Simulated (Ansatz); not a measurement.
**Structure types of Cd compared at 6.1 GPa**

Structure types of Cd are relaxed in primitive cells with their symmetry kept at 6.1 GPa, first on PAW files, then by LAPW. The enthalpy is E + pV at zero temperature, without zero-point motion. Only the types listed were tried, and differences under about 5 meV/atom are mesh noise.

Computed with Ansatz 0.2.0; functional PBE, scalar-relativistic. Settings: Fermi–Dirac smearing of 0.05 eV, no spin polarisation. Methods: LAPW: all electrons, basis error target 0.5 meV/atom; PAW: frozen-core files, cutoff 420 eV.

k meshes: fcc 15×15×15, bcc 16×16×16, hcp 14×14×8, simple hexagonal 15×15×14, diamond 11×11×11, omega 8×8×10.

**Question.** Order the types by LAPW enthalpy, lowest first.
A. simple hexagonal
B. diamond
C. fcc
D. bcc
E. omega
F. hcp

**Answer.** F (0 meV/atom), C (13 meV/atom), D (73 meV/atom), E (89 meV/atom), A (151 meV/atom), B (768 meV/atom).

```json
{"start type": "fcc", "ends as": "fcc, Fm-3m", "a, b, c (Å)": "4.346, 4.346, 4.346", "V (Å³/atom)": "20.52", "H − H(lowest), LAPW (meV/atom)": "12.7", "same, PAW": "12.7"}
{"start type": "bcc", "ends as": "bcc, Im-3m", "a, b, c (Å)": "3.468, 3.468, 3.468", "V (Å³/atom)": "20.85", "H − H(lowest), LAPW (meV/atom)": "73.5", "same, PAW": "73.5"}
{"start type": "hcp", "ends as": "hcp, P6_3/mmc", "a, b, c (Å)": "3.001, 3.001, 5.216", "V (Å³/atom)": "20.34", "H − H(lowest), LAPW (meV/atom)": "0.0", "same, PAW": "0.0"}
{"start type": "simple hexagonal", "ends as": "simple hexagonal, P6/mmm", "a, b, c (Å)": "2.945, 2.945, 2.965", "V (Å³/atom)": "22.26", "H − H(lowest), LAPW (meV/atom)": "151.3", "same, PAW": "151.3"}
{"start type": "diamond", "ends as": "diamond, Fd-3m", "a, b, c (Å)": "6.218, 6.218, 6.218", "V (Å³/atom)": "30.06", "H − H(lowest), LAPW (meV/atom)": "768.1", "same, PAW": "767.8"}
{"start type": "omega", "ends as": "omega, P6/mmm", "a, b, c (Å)": "4.953, 4.953, 2.968", "V (Å³/atom)": "21.02", "H − H(lowest), LAPW (meV/atom)": "88.6", "same, PAW": "88.6"}
```

**Question.** Split the lead of hcp over fcc into energy and pV.

**Answer.** For fcc less hcp: ΔE = +5.7 meV/atom, and p·ΔV = 6.1 GPa × +0.1826 Å³ × 6.242 meV/(GPa·Å³) = +7.0 meV/atom, together 12.7 meV/atom. hcp wins on both counts.
